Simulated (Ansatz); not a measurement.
# GaP: the cost of one run

Program: Ansatz 0.2.0. Level of theory: DFT PBEsol, scalar-relativistic, plane waves, PAW. These are calculated values, not measurements.

3 further runs of the same task are left out: 1 that didn't finish, 2 set aside as unsound or not needed.

### 1 The starting structure

Symmetry: F-43m, No. 216, cubic system. The conventional cell has a = 5.438 Å, b = 5.438 Å, c = 5.438 Å, α = 90.00°, β = 90.00°, γ = 90.00°. Ga (site symmetry -43m) has 4 P at 2.35 Å as nearest neighbours. Around P (site symmetry -43m) lie 4 Ga at 2.35 Å.

Coordinates:

```
Ga P
1.0
     0.00000   -2.71923   -2.71923
     0.00000    2.71923   -2.71923
     5.43845    0.00000    0.00000
Ga P
2 2
Direct
  0.50000 0.50000 0.50000
  0.00000 0.00000 0.00000
  0.00000 0.50000 0.25000
  0.50000 0.00000 0.75000
```

It is built from the cell relaxed beforehand with the same method (20.11 Å³/atom).

### 2 Zero of the scan

File input.yaml:

```yaml
crystal:
  lattice:
    - [0.0, -2.7192251048, -2.7192251048]
    - [0.0, 2.7192251048, -2.7192251048]
    - [5.4384502097, 0.0, 0.0]
  atoms:
    - { symbol: Ga, position: [0.5, 0.5, 0.5] }
    - { symbol: Ga, position: [0.0, 0.0, 0.0] }
    - { symbol: P, position: [1.0, 0.5, 0.25] }
    - { symbol: P, position: [0.5, 0.0, 0.75] }
basis:
  ecutwfc: 420
kpoints:
  mp_grid: { grid: [6, 6, 4] }
hamiltonian:
  xc: pbesol
scf:
  occupations: { method: gaussian, width: 0.05 }
output:
  forces: true
  stress: true
  eigenvalues: true
```

On the command line:

```bash
ansatz run input.yaml --threads 1 --pin off --max-ram 2560MiB --backend cpu --events-out ev --progress --plain --runs-dir out
```

Q: Estimate wall time and peak memory on 1 thread of Arm Neoverse V1, shared host.

About 5.1 s, with a peak of 0.31 GiB.
